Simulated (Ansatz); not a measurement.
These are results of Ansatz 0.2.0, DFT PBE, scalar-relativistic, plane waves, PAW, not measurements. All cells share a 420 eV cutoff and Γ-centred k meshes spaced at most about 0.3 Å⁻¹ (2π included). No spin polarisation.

Temperature and zero-point effects are left out.

Two forms of Si4Ge were relaxed alike.

A.

```
CELL_PARAMETERS angstrom
1.95196 1.12696 15.93355
-1.95196 1.12696 15.93355
0.00000 -2.25393 15.93355
ATOMIC_POSITIONS crystal
Si 0.22422 0.22422 0.22422
Si 0.02481 0.02481 0.02481
Si 0.37431 0.37431 0.37431
Si 0.97519 0.97519 0.97519
Si 0.62569 0.62569 0.62569
Si 0.77578 0.77578 0.77578
Si 0.17478 0.17478 0.17478
Si 0.82522 0.82522 0.82522
Ge 0.57495 0.57495 0.57495
Ge 0.42505 0.42505 0.42505
```

B.

```
CELL_PARAMETERS angstrom
1.95259 1.12733 15.93460
-1.95259 1.12733 15.93460
0.00000 -2.25466 15.93460
ATOMIC_POSITIONS crystal
Si 0.22437 0.22437 0.22437
Si 0.57393 0.57393 0.57393
Si 0.62339 0.62339 0.62339
Si 0.17478 0.17478 0.17478
Si 0.82522 0.82522 0.82522
Si 0.77563 0.77563 0.77563
Si 0.42607 0.42607 0.42607
Si 0.37661 0.37661 0.37661
Ge 0.97401 0.97401 0.97401
Ge 0.02599 0.02599 0.02599
```

Question: Which placement of the atoms is lower in energy, and by how much?

Answer: They are level within the accuracy (2 meV/atom apart, with B the lower in these runs). The two share one framework of sites and differ in which element sits where. A has Si and Ge ordered on diamond sites, space group R-3m (No. 166), 21.0 Å³/atom and a gap of 0.55 eV on its mesh; B has Si and Ge ordered on diamond sites, space group R-3m (No. 166), 21.0 Å³/atom and a gap of 0.51 eV. Counting Si atoms around Ge (those within 1.25 times the shortest such distance or 1.15 times the sum of covalent radii), A has Ge 4 and B has Ge 3. Both come from invented guesses.

Kohn–Sham gaps at this level usually fall short of measured ones. Cells relaxed within their symmetry can be saddle points.
